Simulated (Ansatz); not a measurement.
Gas-phase electronic energies from Ansatz, PBE0-D4/def2-TZVP geometries. CCSD(T)/CBS adds triple-zeta CCSD(T) − MP2 to the extrapolated MP2 energy (def2 sets, frozen cores). This one scheme is used for every species. Functionals use def2-TZVPP.

Consider the formal exchange of groups at a C–B bond: `N#CBCl` + trifluoromethane → `N#CC(F)(F)F` + `BCl`.

| level | ΔE (kcal/mol) |
| --- | --- |
| r2SCAN0-D4 | 26.7 |
| BHLYP-D4 | 27.4 |
| r2SCAN | 26.3 |
| HF/CBS(def2) | 27.4 |

Task: What does CCSD(T)/CBS give? (Estimate.)

Result: The calculation gave: +26.7 kcal/mol. The listed levels differ from it by 0.0, 0.7, -0.4, 0.7 kcal/mol.

Task: What do rigid-rotor, harmonic-oscillator terms from PBE0-D4/def2-TZVP frequencies (298.15 K, 1 bar) make of the CCSD(T)/CBS value? (An estimate is asked.)

Result: Computed: ΔZPE = -2.1 kcal/mol, ΔH = +24.7 kcal/mol, ΔS = -15 J/(mol·K), ΔG = +25.8 kcal/mol.

Largest T1 diagnostic among the species: 0.014.

At CCSD(T), def2-SVP lies −2.6 kcal/mol from the extrapolated value and def2-TZVPP −0.6 kcal/mol. Leaving LDA and LC-ωPBE aside and taking each functional with its dispersion term where it has one, the values, not all of them listed here, spread over 2.0 kcal/mol, from ωB97X-V to BHLYP-D4. LDA lies −1.0 kcal/mol from PBE without D4.

CCSD(T)/CBS has its own doubt, a few kJ/mol and more with outer-core shells, so smaller differences from it don't rank the levels.
